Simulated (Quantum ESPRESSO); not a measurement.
# 2H-MoS2, 2 layers, AA' stacking: a series in biaxial strain, part 7 of 8

Aim: how the results for 2H-MoS2, 2 layers, AA' stacking change with biaxial strain.

Quantum ESPRESSO 7.5; plane-wave DFT, PBE, GBRV ultrasoft pseudopotentials.

So far. Step 7 (Relaxing the ions, -3 %): The relaxation lowers the energy by 7 meV an atom. Step 9 (Relaxation with pw.x, 3 %): The relaxation lowers the energy by 6 meV an atom.

## (11) Relaxing the ions, 4 %

Level of this step: plane-wave DFT, PBE-D3(BJ), GBRV ultrasoft pseudopotentials (Quantum ESPRESSO 7.5).

m8.relax.in

```
&control
  prefix = 'm8.relax'
  outdir = './out'
  pseudo_dir = './pseudo'
  nstep = 40
  forc_conv_thr = 0.0003
  calculation = 'relax'
  tstress = .true.
/
&system
  ibrav = 0
  nat = 6
  ntyp = 2
  ecutwfc = 50
  ecutrho = 250
  vdw_corr = 'grimme-d3'
  dftd3_version = 4
  occupations = 'smearing'
  smearing = 'fd'
  degauss = 0.002
/
&electrons
  conv_thr = 1e-09
  mixing_beta = 0.4
  electron_maxstep = 120
  mixing_mode = 'plain'
/
&ions
/
ATOMIC_SPECIES
  S   32.0600  s_pbe_v1.4.uspp.F.UPF
  Mo  95.9500  mo_pbe_v1.uspp.F.UPF
CELL_PARAMETERS angstrom
  3.27928841136000 0.00000000000000 0.00000000000000
  -1.63964420568000 2.83994707048000 0.00000000000000
  0.00000000000000 0.00000000000000 24.72519547600000
ATOMIC_POSITIONS crystal
  S   0.333333333300 0.666666666700 0.312992677600
  Mo  0.000000000000 0.000000000000 0.376346394700
  S   0.333333333300 0.666666666700 0.439650115000
  S   0.000000000000 0.000000000000 0.560349885000
  Mo  0.333333333300 0.666666666700 0.623653605300
  S   0.000000000000 0.000000000000 0.687007322400
K_POINTS automatic
  12 12 1 0 0 0
```

The run is started by

```console
$ OMP_NUM_THREADS=1 mpirun -n 4 pw.x -nk 4 -in m8.relax.in > m8.relax.out
```

The log of the run:

```text
[banner, memory and clock lines left out]
Program PWSCF v.7.5 starts
[...]
Message from routine setup:
[...]
number of electrons       =        52.00
     number of Kohn-Sham states=           31
     kinetic-energy cutoff     =      50.0000  Ry
     charge density cutoff     =     250.0000  Ry
[...]
number of k points=    19  Fermi-Dirac smearing, width (Ry)=  0.0020
[...]
Dense  grid:   103831 G-vectors     FFT dimensions: (  36,  36, 240)
[...]
negative rho (up, down):  2.772E-03 0.000E+00
     Starting wfcs are   42 randomized atomic wfcs
[...]
negative rho (up, down):  2.823E-03 0.000E+00
[...]
estimated scf accuracy    <       0.16126228 Ry
[...]
negative rho (up, down):  2.848E-03 0.000E+00
[...]
estimated scf accuracy    <       0.02170359 Ry
[...]
negative rho (up, down):  2.865E-03 0.000E+00
[...]
estimated scf accuracy    <       0.01908051 Ry
[...]
negative rho (up, down):  2.856E-03 0.000E+00
[...]
estimated scf accuracy    <       0.00394714 Ry
[...]
negative rho (up, down):  2.842E-03 0.000E+00
[...]
estimated scf accuracy    <       0.00736034 Ry
[...]
negative rho (up, down):  2.847E-03 0.000E+00
[...]
estimated scf accuracy    <       0.00085772 Ry
[...]
negative rho (up, down):  2.842E-03 0.000E+00
[...]
estimated scf accuracy    <       0.00007992 Ry
[...]
negative rho (up, down):  2.842E-03 0.000E+00
[...]
estimated scf accuracy    <       0.00005718 Ry
[...]
negative rho (up, down):  2.841E-03 0.000E+00
[...]
estimated scf accuracy    <       0.00000026 Ry
[...]
negative rho (up, down):  2.841E-03 0.000E+00
[...]
estimated scf accuracy    <       0.00000439 Ry
[...]
negative rho (up, down):  2.841E-03 0.000E+00
[...]
estimated scf accuracy    <       0.00000014 Ry
[...]
negative rho (up, down):  2.841E-03 0.000E+00
[...]
estimated scf accuracy    <       0.00000006 Ry
[...]
negative rho (up, down):  2.841E-03 0.000E+00
[...]
estimated scf accuracy    <          3.8E-09 Ry
[...]
negative rho (up, down):  2.841E-03 0.000E+00
[...]
the Fermi energy is     2.5844 ev
!    total energy              =    -375.59379230 Ry
     estimated scf accuracy    <          8.1E-10 Ry
     smearing contrib. (-TS)   =      -0.00000000 Ry
     internal energy E=F+TS    =    -375.59379230 Ry
[...]
one-electron contribution =   -2486.50589451 Ry
     hartree contribution      =    1248.92595207 Ry
     xc contribution           =     -72.28466871 Ry
     ewald contribution        =     934.41644902 Ry
[...]
convergence has been achieved in  14 iterations
     negative rho (up, down):  2.841E-03 0.000E+00
[...]
Total force =     0.053771     Total SCF correction =     0.000202
[...]
negative rho (up, down):  2.841E-03 0.000E+00
[...]
negative rho (up, down):  2.856E-03 0.000E+00
[...]
negative rho (up, down):  2.854E-03 0.000E+00
[...]
estimated scf accuracy    <       0.00011766 Ry
[...]
negative rho (up, down):  2.852E-03 0.000E+00
[...]
estimated scf accuracy    <       0.00015472 Ry
[...]
negative rho (up, down):  2.849E-03 0.000E+00
[...]
estimated scf accuracy    <       0.00000846 Ry
[...]
negative rho (up, down):  2.849E-03 0.000E+00
[...]
estimated scf accuracy    <       0.00002049 Ry
[...]
negative rho (up, down):  2.849E-03 0.000E+00
[...]
estimated scf accuracy    <       0.00000375 Ry
[...]
negative rho (up, down):  2.848E-03 0.000E+00
[...]
estimated scf accuracy    <       0.00000124 Ry
[...]
negative rho (up, down):  2.848E-03 0.000E+00
[...]
estimated scf accuracy    <       0.00000005 Ry
[...]
negative rho (up, down):  2.848E-03 0.000E+00
[...]
estimated scf accuracy    <       0.00000003 Ry
[...]
negative rho (up, down):  2.848E-03 0.000E+00
[...]
the Fermi energy is     2.5771 ev
!    total energy              =    -375.59617841 Ry
     estimated scf accuracy    <          1.5E-10 Ry
     smearing contrib. (-TS)   =      -0.00000000 Ry
     internal energy E=F+TS    =    -375.59617841 Ry
[...]
one-electron contribution =   -2492.44044634 Ry
     hartree contribution      =    1251.87436470 Ry
     xc contribution           =     -72.32437049 Ry
     ewald contribution        =     937.44011071 Ry
[...]
convergence has been achieved in   9 iterations
     negative rho (up, down):  2.848E-03 0.000E+00
[...]
Total force =     0.034870     Total SCF correction =     0.000062
[...]
negative rho (up, down):  2.848E-03 0.000E+00
[...]
negative rho (up, down):  2.865E-03 0.000E+00
[...]
negative rho (up, down):  2.863E-03 0.000E+00
[...]
estimated scf accuracy    <       0.00013782 Ry
[...]
negative rho (up, down):  2.861E-03 0.000E+00
[...]
estimated scf accuracy    <       0.00017145 Ry
[...]
negative rho (up, down):  2.858E-03 0.000E+00
[...]
estimated scf accuracy    <       0.00001145 Ry
[...]
negative rho (up, down):  2.858E-03 0.000E+00
[...]
estimated scf accuracy    <       0.00004482 Ry
[...]
negative rho (up, down):  2.858E-03 0.000E+00
[...]
estimated scf accuracy    <       0.00000422 Ry
[...]
negative rho (up, down):  2.857E-03 0.000E+00
[...]
estimated scf accuracy    <       0.00000150 Ry
[...]
negative rho (up, down):  2.857E-03 0.000E+00
[...]
estimated scf accuracy    <       0.00000007 Ry
[...]
negative rho (up, down):  2.857E-03 0.000E+00
[...]
estimated scf accuracy    <       0.00000004 Ry
[...]
negative rho (up, down):  2.857E-03 0.000E+00
[...]
estimated scf accuracy    <          8.7E-10 Ry
[...]
negative rho (up, down):  2.857E-03 0.000E+00
[...]
estimated scf accuracy    <          1.1E-09 Ry
[...]
negative rho (up, down):  2.857E-03 0.000E+00
[...]
estimated scf accuracy    <          4.1E-10 Ry
[...]
negative rho (up, down):  2.857E-03 0.000E+00
[...]
the Fermi energy is     2.5683 ev
!    total energy              =    -375.59759936 Ry
     estimated scf accuracy    <          6.3E-12 Ry
     smearing contrib. (-TS)   =      -0.00000002 Ry
     internal energy E=F+TS    =    -375.59759935 Ry
[...]
one-electron contribution =   -2499.05619764 Ry
     hartree contribution      =    1255.16141321 Ry
     xc contribution           =     -72.36846396 Ry
     ewald contribution        =     940.81171583 Ry
[...]
convergence has been achieved in  12 iterations
     negative rho (up, down):  2.857E-03 0.000E+00
[...]
negative rho (up, down):  2.865E-03 0.000E+00
[...]
estimated scf accuracy    <       0.00000006 Ry
[...]
negative rho (up, down):  2.865E-03 0.000E+00
[...]
estimated scf accuracy    <       0.00000004 Ry
[...]
negative rho (up, down):  2.865E-03 0.000E+00
[...]
estimated scf accuracy    <          9.0E-09 Ry
[...]
negative rho (up, down):  2.865E-03 0.000E+00
[...]
estimated scf accuracy    <          8.2E-09 Ry
[...]
negative rho (up, down):  2.865E-03 0.000E+00
[...]
estimated scf accuracy    <          7.5E-10 Ry
[...]
negative rho (up, down):  2.865E-03 0.000E+00
[...]
estimated scf accuracy    <          1.3E-10 Ry
[...]
negative rho (up, down):  2.865E-03 0.000E+00
[...]
estimated scf accuracy    <          8.4E-11 Ry
[...]
negative rho (up, down):  2.865E-03 0.000E+00
[...]
the Fermi energy is     2.5626 ev
!    total energy              =    -375.59784079 Ry
     estimated scf accuracy    <          3.0E-12 Ry
     smearing contrib. (-TS)   =      -0.00000004 Ry
     internal energy E=F+TS    =    -375.59784076 Ry
[...]
one-electron contribution =   -2503.51891383 Ry
     hartree contribution      =    1257.37956690 Ry
     xc contribution           =     -72.39565057 Ry
     ewald contribution        =     943.08337479 Ry
[...]
convergence has been achieved in   8 iterations
     negative rho (up, down):  2.865E-03 0.000E+00
[...]
Total force =     0.001072     Total SCF correction =     0.000011
[...]
negative rho (up, down):  2.865E-03 0.000E+00
[...]
negative rho (up, down):  2.866E-03 0.000E+00
[...]
negative rho (up, down):  2.866E-03 0.000E+00
[...]
estimated scf accuracy    <       0.00000008 Ry
[...]
negative rho (up, down):  2.866E-03 0.000E+00
[...]
estimated scf accuracy    <       0.00000009 Ry
[...]
negative rho (up, down):  2.866E-03 0.000E+00
[...]
estimated scf accuracy    <       0.00000004 Ry
[...]
negative rho (up, down):  2.866E-03 0.000E+00
[...]
estimated scf accuracy    <          6.8E-09 Ry
[...]
negative rho (up, down):  2.866E-03 0.000E+00
[...]
estimated scf accuracy    <          1.4E-09 Ry
[...]
negative rho (up, down):  2.866E-03 0.000E+00
[...]
estimated scf accuracy    <          3.0E-10 Ry
[...]
negative rho (up, down):  2.866E-03 0.000E+00
[...]
estimated scf accuracy    <          3.0E-10 Ry
[...]
negative rho (up, down):  2.866E-03 0.000E+00
[...]
estimated scf accuracy    <          1.1E-10 Ry
[...]
negative rho (up, down):  2.866E-03 0.000E+00
[...]
estimated scf accuracy    <          1.6E-11 Ry
[...]
negative rho (up, down):  2.866E-03 0.000E+00
[...]
the Fermi energy is     2.5629 ev
!    total energy              =    -375.59784258 Ry
     estimated scf accuracy    <          2.9E-13 Ry
     smearing contrib. (-TS)   =      -0.00000004 Ry
     internal energy E=F+TS    =    -375.59784254 Ry
[...]
one-electron contribution =   -2503.80540093 Ry
     hartree contribution      =    1257.52308621 Ry
     xc contribution           =     -72.39512841 Ry
     ewald contribution        =     943.22582515 Ry
[...]
convergence has been achieved in  10 iterations
     negative rho (up, down):  2.866E-03 0.000E+00
[...]
Total force =     0.001089     Total SCF correction =     0.000004
[...]
negative rho (up, down):  2.866E-03 0.000E+00
[...]
negative rho (up, down):  2.869E-03 0.000E+00
[...]
negative rho (up, down):  2.869E-03 0.000E+00
[...]
estimated scf accuracy    <       0.00000022 Ry
[...]
negative rho (up, down):  2.869E-03 0.000E+00
[...]
estimated scf accuracy    <       0.00000071 Ry
[...]
negative rho (up, down):  2.869E-03 0.000E+00
[...]
estimated scf accuracy    <       0.00000006 Ry
[...]
negative rho (up, down):  2.869E-03 0.000E+00
[...]
estimated scf accuracy    <       0.00000006 Ry
[...]
negative rho (up, down):  2.869E-03 0.000E+00
[...]
estimated scf accuracy    <          1.8E-09 Ry
[...]
negative rho (up, down):  2.869E-03 0.000E+00
[...]
estimated scf accuracy    <          2.2E-09 Ry
[...]
negative rho (up, down):  2.869E-03 0.000E+00
[...]
estimated scf accuracy    <          1.9E-10 Ry
[...]
negative rho (up, down):  2.869E-03 0.000E+00
[...]
estimated scf accuracy    <          8.9E-11 Ry
[...]
negative rho (up, down):  2.869E-03 0.000E+00
[...]
estimated scf accuracy    <          1.0E-11 Ry
[...]
negative rho (up, down):  2.869E-03 0.000E+00
[...]
the Fermi energy is     2.5649 ev
!    total energy              =    -375.59785716 Ry
     estimated scf accuracy    <          3.9E-12 Ry
     smearing contrib. (-TS)   =      -0.00000004 Ry
     internal energy E=F+TS    =    -375.59785712 Ry
[...]
one-electron contribution =   -2506.90670268 Ry
     hartree contribution      =    1259.07466961 Ry
     xc contribution           =     -72.39363581 Ry
     ewald contribution        =     944.77411250 Ry
[...]
convergence has been achieved in   9 iterations
     negative rho (up, down):  2.881E-03 0.000E+00
[...]
Total force =     0.001592     Total SCF correction =     0.000005
[...]
negative rho (up, down):  2.881E-03 0.000E+00
[...]
negative rho (up, down):  2.894E-03 0.000E+00
[...]
negative rho (up, down):  2.893E-03 0.000E+00
[...]
estimated scf accuracy    <       0.00000513 Ry
[...]
negative rho (up, down):  2.893E-03 0.000E+00
[...]
estimated scf accuracy    <       0.00001819 Ry
[...]
negative rho (up, down):  2.893E-03 0.000E+00
[...]
estimated scf accuracy    <       0.00000087 Ry
[...]
negative rho (up, down):  2.893E-03 0.000E+00
[...]
estimated scf accuracy    <       0.00000029 Ry
[...]
negative rho (up, down):  2.893E-03 0.000E+00
[...]
estimated scf accuracy    <       0.00000007 Ry
[...]
negative rho (up, down):  2.893E-03 0.000E+00
[...]
estimated scf accuracy    <       0.00000003 Ry
[...]
negative rho (up, down):  2.893E-03 0.000E+00
[...]
estimated scf accuracy    <          1.2E-09 Ry
[...]
negative rho (up, down):  2.893E-03 0.000E+00
[...]
estimated scf accuracy    <          1.1E-09 Ry
[...]
negative rho (up, down):  2.893E-03 0.000E+00
[...]
the Fermi energy is     2.5663 ev
!    total energy              =    -375.59786766 Ry
     estimated scf accuracy    <          8.6E-12 Ry
     smearing contrib. (-TS)   =      -0.00000004 Ry
     internal energy E=F+TS    =    -375.59786762 Ry
[...]
one-electron contribution =   -2509.38959352 Ry
     hartree contribution      =    1260.31646778 Ry
     xc contribution           =     -72.39315488 Ry
     ewald contribution        =     946.01477583 Ry
[...]
convergence has been achieved in   9 iterations
     negative rho (up, down):  2.893E-03 0.000E+00
[...]
Total force =     0.001924     Total SCF correction =     0.000006
[...]
negative rho (up, down):  2.893E-03 0.000E+00
[...]
negative rho (up, down):  2.913E-03 0.000E+00
[...]
negative rho (up, down):  2.912E-03 0.000E+00
[...]
estimated scf accuracy    <       0.00001267 Ry
[...]
negative rho (up, down):  2.912E-03 0.000E+00
[...]
estimated scf accuracy    <       0.00004893 Ry
[...]
negative rho (up, down):  2.911E-03 0.000E+00
[...]
estimated scf accuracy    <       0.00000181 Ry
[...]
negative rho (up, down):  2.911E-03 0.000E+00
[...]
estimated scf accuracy    <       0.00000077 Ry
[...]
negative rho (up, down):  2.911E-03 0.000E+00
[...]
estimated scf accuracy    <       0.00000024 Ry
[...]
negative rho (up, down):  2.911E-03 0.000E+00
[...]
estimated scf accuracy    <       0.00000008 Ry
[...]
negative rho (up, down):  2.911E-03 0.000E+00
[...]
estimated scf accuracy    <          3.2E-09 Ry
[...]
negative rho (up, down):  2.911E-03 0.000E+00
[...]
estimated scf accuracy    <          2.5E-09 Ry
[...]
```

It took 9.7 min on 4 MPI ranks of Arm Neoverse V2, shared host; peak memory 0.94 GiB; 39 min of CPU time.

[end of part 7 of 8]

[Logs are printed without paths, hosts, clocks, repeated set-up lines and the standing remarks that a program may print on its own settings, such as how far it seeks lower states.]

[Hosts, paths, dates, database ids (printed as entryN), source tags and the programs' standing remarks are cut or masked in the printed files.]

[Maps of the electrostatic potential energy from Ansatz leave out the sawtooth potential of an applied field or a dipole correction, so their vacuum need not be flat; planar profiles and work functions include it.]
